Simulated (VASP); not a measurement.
Here is a VASP 6.6.1 calculation.

File INCAR:

```
SYSTEM = ZnO
PREC = Accurate
ENCUT = 600
EDIFF = 1E-7
ISMEAR = 0
SIGMA = 0.03
LREAL = .FALSE.
LASPH = .TRUE.
NELM = 80
ALGO = Normal
ISIF = 3
LWAVE = .FALSE.
LCHARG = .FALSE.
GGA = PS
IBRION = 2
NSW = 90
EDIFFG = -0.005
```

The input KPOINTS:

```
Automatic mesh
0
G
  9 9 5
  0 0 0
```

POSCAR

```
ZnO                                     
1.0
    3.2361380551      0.0000000000      0.0000000000
   -1.6180690275      2.8025777632     -0.0000000000
    0.0000000000      0.0000000000      5.2217173326
  Zn              O             
     2     2
Direct
     0.3333333300000021    0.6666666699999979    0.4999792735053055
     0.6666666699999979    0.3333333300000021    0.9999792735053056
     0.6666666699999979    0.3333333300000021    0.3790307264946954
     0.3333333300000021    0.6666666699999979    0.8790307264946954
```

Potentials or basis: VASP PAW PBE potentials, release 64 (Zn, O).

The run is started by

```sh
$ cat potpaw_PBE.64/Zn/POTCAR potpaw_PBE.64/O/POTCAR > POTCAR
$ mpirun -np 1 vasp_std > vasp.out
```

Problem. Predict the relaxed cell.

Solution. a = 3.237 Å, b = 3.237 Å, c = 5.224 Å, α = 90.00°, β = 90.00°, γ = 120.00°.

Problem. What does it give for the relaxed volume?

Solution. 11.85 Å³/atom.

Problem. Predict the space group after relaxing (to 0.05 Å).

Solution. P6_3mc (No. 186).

Forces in eV/Å, atoms in the order of the input:
```
Zn   0.000  0.000  0.002
Zn   0.000  0.000  0.002
O    0.000  0.000 -0.002
O    0.000  0.000 -0.002
```

Caveat: the PAW data sets were made with another functional, which shifts forces and pressure a little.
